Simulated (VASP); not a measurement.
# LiH (Fm-3m) in VASP: notebook, part 2 of 2

VASP 6.6.1.

**6. Single point, HSEsol**

run.py reads:

```python
from ase.calculators.vasp import Vasp
from ase.dft.bandgap import bandgap
from ase.io import read

atoms = read('LiH.cif', primitive_cell=True, subtrans_included=False)
calc = Vasp(
    directory='calc',
    xc='hsesol',
    pp='PBE',
    setups='minimal',
    prec='Low',
    encut=250,
    ediff=1e-06,
    ismear=-1,
    sigma=0.05,
    lreal=False,
    lasph=True,
    nelm=80,
    algo='Normal',
    isif=2,
    lwave=False,
    lcharg=False,
    precfock='Normal',
    kpts=[6, 6, 6],
    gamma=True,
)
atoms.calc = calc

print('energy (eV):', atoms.get_potential_energy())
print('free energy (eV):', atoms.get_potential_energy(force_consistent=True))
print('forces (eV/A):')
print(atoms.get_forces())
print('stress (eV/A^3, Voigt):', atoms.get_stress())
print('Fermi level (eV):', calc.get_fermi_level())
gap, top, bottom = bandgap(calc)
print('band gap (eV):', gap, 'from (spin, k, band)', top, 'to', bottom)
```

LiH.cif reads:

```cif
data_LiH
_cell_length_a 4.07350000
_cell_length_b 4.07350000
_cell_length_c 4.07350000
_cell_angle_alpha 90.00000000
_cell_angle_beta 90.00000000
_cell_angle_gamma 90.00000000
_space_group_name_H-M_alt 'Fm-3m'
_space_group_name_Hall '-F 4 2 3'
_space_group_IT_number 225
loop_
_space_group_symop_operation_xyz
'x,y,z'
'-x,-y,-z'
'-y,x,z'
'y,-x,-z'
'-x,-y,z'
'x,y,-z'
'y,-x,z'
'-y,x,-z'
'x,-y,-z'
'-x,y,z'
'-y,-x,-z'
'y,x,z'
'-x,y,-z'
'x,-y,z'
'y,x,-z'
'-y,-x,z'
'z,x,y'
'-z,-x,-y'
'z,-y,x'
'-z,y,-x'
'z,-x,-y'
'-z,x,y'
'z,y,-x'
'-z,-y,x'
'-z,x,-y'
'z,-x,y'
'-z,-y,-x'
'z,y,x'
'-z,-x,y'
'z,x,-y'
'-z,y,x'
'z,-y,-x'
'y,z,x'
'-y,-z,-x'
'x,z,-y'
'-x,-z,y'
'-y,z,-x'
'y,-z,x'
'-x,z,y'
'x,-z,-y'
'-y,-z,x'
'y,z,-x'
'-x,-z,-y'
'x,z,y'
'y,-z,-x'
'-y,z,x'
'x,-z,y'
'-x,z,-y'
'x,y+1/2,z+1/2'
'-x,-y+1/2,-z+1/2'
'-y,x+1/2,z+1/2'
'y,-x+1/2,-z+1/2'
[... 63 lines left out ...]
'-z+1/2,y,-x+1/2'
'z+1/2,-x,-y+1/2'
'-z+1/2,x,y+1/2'
'z+1/2,y,-x+1/2'
'-z+1/2,-y,x+1/2'
'-z+1/2,x,-y+1/2'
'z+1/2,-x,y+1/2'
'-z+1/2,-y,-x+1/2'
'z+1/2,y,x+1/2'
'-z+1/2,-x,y+1/2'
'z+1/2,x,-y+1/2'
'-z+1/2,y,x+1/2'
'z+1/2,-y,-x+1/2'
'y+1/2,z,x+1/2'
'-y+1/2,-z,-x+1/2'
'x+1/2,z,-y+1/2'
'-x+1/2,-z,y+1/2'
'-y+1/2,z,-x+1/2'
'y+1/2,-z,x+1/2'
'-x+1/2,z,y+1/2'
'x+1/2,-z,-y+1/2'
'-y+1/2,-z,x+1/2'
'y+1/2,z,-x+1/2'
'-x+1/2,-z,-y+1/2'
'x+1/2,z,y+1/2'
'y+1/2,-z,-x+1/2'
'-y+1/2,z,x+1/2'
'x+1/2,-z,y+1/2'
'-x+1/2,z,-y+1/2'
'x+1/2,y+1/2,z'
'-x+1/2,-y+1/2,-z'
'-y+1/2,x+1/2,z'
'y+1/2,-x+1/2,-z'
'-x+1/2,-y+1/2,z'
'x+1/2,y+1/2,-z'
'y+1/2,-x+1/2,z'
'-y+1/2,x+1/2,-z'
'x+1/2,-y+1/2,-z'
'-x+1/2,y+1/2,z'
'-y+1/2,-x+1/2,-z'
'y+1/2,x+1/2,z'
'-x+1/2,y+1/2,-z'
'x+1/2,-y+1/2,z'
'y+1/2,x+1/2,-z'
'-y+1/2,-x+1/2,z'
'z+1/2,x+1/2,y'
'-z+1/2,-x+1/2,-y'
'z+1/2,-y+1/2,x'
'-z+1/2,y+1/2,-x'
'z+1/2,-x+1/2,-y'
'-z+1/2,x+1/2,y'
'z+1/2,y+1/2,-x'
'-z+1/2,-y+1/2,x'
'-z+1/2,x+1/2,-y'
'z+1/2,-x+1/2,y'
'-z+1/2,-y+1/2,-x'
'z+1/2,y+1/2,x'
'-z+1/2,-x+1/2,y'
'z+1/2,x+1/2,-y'
'-z+1/2,y+1/2,x'
'z+1/2,-y+1/2,-x'
'y+1/2,z+1/2,x'
'-y+1/2,-z+1/2,-x'
'x+1/2,z+1/2,-y'
'-x+1/2,-z+1/2,y'
'-y+1/2,z+1/2,-x'
'y+1/2,-z+1/2,x'
'-x+1/2,z+1/2,y'
'x+1/2,-z+1/2,-y'
'-y+1/2,-z+1/2,x'
'y+1/2,z+1/2,-x'
'-x+1/2,-z+1/2,-y'
'x+1/2,z+1/2,y'
'y+1/2,-z+1/2,-x'
'-y+1/2,z+1/2,x'
'x+1/2,-z+1/2,y'
'-x+1/2,z+1/2,-y'
loop_
_atom_site_label
_atom_site_type_symbol
_atom_site_symmetry_multiplicity
_atom_site_Wyckoff_symbol
_atom_site_fract_x
_atom_site_fract_y
_atom_site_fract_z
_atom_site_occupancy
Li1 Li 4 a 0.0000000000 0.0000000000 0.0000000000 1
H1 H 4 b 0.5000000000 0.0000000000 0.0000000000 1
```

Potentials or basis: VASP PAW PBE potentials, release 64 (Li, H).

Launch:

```
> python run.py
```

Run time: 16 s. Hardware: 1 thread of Intel Xeon Platinum 8488C (Sapphire Rapids), shared host; peak memory 0.19 GiB.

The run converged, but some of its settings lie outside the range that counts as converged (typed here: PREC = Low; ENCUT = 250), so its numbers aren't taken as properties of the crystal.

Results:

```yaml
Free_energy: -6.7666 eV
Band_gap_on_the_k_mesh: 3.82 eV, direct
```

Caveat: the k mesh is coarse (spacing up to 0.45 Å⁻¹), so the values aren't converged, least of all with exact exchange; the PAW data sets were made with another functional, which shifts forces and pressure a little.

**7. For comparison**

An earlier run on the cell as given: functional PBE; potentials or basis VASP PAW PBE potentials, release 64 (Li_sv, H); cutoff 520 eV; k mesh 11 × 11 × 11; occupations fermi-dirac, width 0.05 eV; no spin polarisation.

* Band gap on the k mesh: 3.20 eV, direct

**8. Overview**

```csv
task,level,potentials or basis,k mesh,cutoff (eV),smearing,grid for exact exchange (PRECFOCK),exchange at q = 0,mesh quality,gap on the mesh (eV)
atomic charges,r2SCAN50+rVV10,"VASP PAW PBE potentials, release 64 (Li_sv, H)",6 × 6 × 6,520,gaussian 0.05 eV,Fast,truncated,coarse,6.62
single point,RPBE,"VASP PAW PBE potentials, release 64 (Li_GW, H_GW)",11 × 11 × 11,550,gaussian 0.1 eV,-,-,not flagged,3.36
single point,PBE,"VASP PAW PBE potentials, release 64 (Li_sv, H)",11 × 11 × 11,520,fermi-dirac 0.05 eV,-,-,not flagged,3.20
```

Alike in all rows: no spin polarisation; cell as given.

Caveats: some runs use coarse meshes; the PAW data sets were made with another functional, which shifts forces and pressure a little (some runs); an odd mesh through Γ misses points on the zone boundary, where band edges often lie (some runs).

Absolute energies hang on the potentials; compare differences alone.
